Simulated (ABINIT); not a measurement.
Crystal: Sn.

```
Sn
1.0
    -2.94014    2.94014    1.59930
     2.94014   -2.94014    1.59930
     2.94014    2.94014   -1.59930
Sn
2
Direct
  0.00000 0.00000 0.00000
  0.75000 0.25000 0.50000
```

```yaml
Program: ABINIT 10.8.3 (patched build)
Task: relaxation of cell and atoms
Functional: LDA
Potentials_or_basis: PseudoDojo NC SR LDA v0.4.1 standard
Cutoff: 980 eV
k_mesh: 7 × 7 × 7
Occupations: fermi-dirac, width 0.05 eV
Spin: no spin polarisation
```

At the start: pressure -3.0 GPa; volume 27.65 Å³/atom.

Question: How do energy, volume and symmetry change on relaxing?

Answer: Over 6 steps the energy falls by 15.6 meV/atom and the volume is 26.11 Å³/atom (-5.6 %); space group I4_1/amd (No. 141, to 0.05 Å).

Step by step:
```csv
step,energy change (eV),largest force (eV/Å),pressure (GPa),volume (Å³)
1,0.0000,0.0000,-2.99,55.30
2,-0.0089,0.0000,-2.57,54.80
3,-0.0308,0.0000,0.29,51.97
4,-0.0310,0.0000,0.00,52.21
5,-0.0310,0.0000,0.00,52.21
6,-0.0313,0.0000,0.00,52.22
```

Final structure:
```cif
data_structure
_symmetry_space_group_name_H-M 'P 1'
_symmetry_Int_Tables_number 1
_cell_length_a 4.3602
_cell_length_b 4.3602
_cell_length_c 4.3602
_cell_angle_alpha 97.560
_cell_angle_beta 97.560
_cell_angle_gamma 137.467
_cell_volume 52.22
loop_
_atom_site_label
_atom_site_type_symbol
_atom_site_fract_x
_atom_site_fract_y
_atom_site_fract_z
_atom_site_occupancy
Sn1 Sn 0.00000 0.00000 0.00000 1
Sn2 Sn 0.75000 0.25000 0.50000 1
```
